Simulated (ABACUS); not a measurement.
# AlN under changes of volume

One of the cells (10.417 Å³/atom); the others are scaled copies at fixed shape and fractional positions:

```
Al N
1.0
     0.00000    2.18399    2.18399
     2.18399    0.00000    2.18399
     2.18399    2.18399    0.00000
Al N
1 1
Direct
  0.00000 0.00000 0.00000
  0.25000 0.25000 0.25000
```

Measurements of this composition are mostly on another form, of space group No. 186.

* Program: ABACUS 3.10.1
* Functional: PBEsol
* Potentials or basis: PseudoDojo NC SR 0.4.1 PBEsol standard
* Cutoff: 1143 eV
* Density cutoff: 4572 eV
* Basis: plane waves
* k mesh: 10 × 10 × 10
* Occupations: fermi-dirac, width 0.05 eV
* Spin: no spin polarisation

| volume (Å³/atom) | energy over the lowest point (meV/atom) | pressure (GPa) | gap on the mesh (eV) |
| --- | --- | --- | --- |
| 9.792 | ? | ? | ? |
| 10.001 | 14.63 | 10.3 | 3.21 |
| 10.209 | 4.36 | 5.5 | 3.20 |
| 10.417 | 0.00 | 1.2 | 3.19 |
| 10.626 | 0.99 | -2.7 | 3.18 |
| 10.834 | 6.83 | -6.3 | 3.17 |
| 11.042 | 17.08 | -9.5 | 3.16 |

**Question.** What does the run at 9.792 Å³/atom give?

**Answer.** Energy over the lowest point 31.40 meV/atom; pressure 15.6 GPa; gap on the mesh 3.22 eV.

Worked out: A Birch-Murnaghan fit of order 3 (a polynomial in V^(-2/3)) to the other rows has its minimum at 10.48 Å³/atom with B0 = V·E''(V) = 201 GPa and B' = 3.9. It gives 31.49 meV/atom at 9.792 Å³/atom, against the run's 31.40, and -dE/dV = 15.6 GPa, against 15.6. A straight line through the other rows of the gap, of slope -0.505 eV per unit of ln V, extrapolates to 3.22 eV, against the run's 3.22.

Energies are extrapolated to zero smearing.

A mesh can miss the band edges.
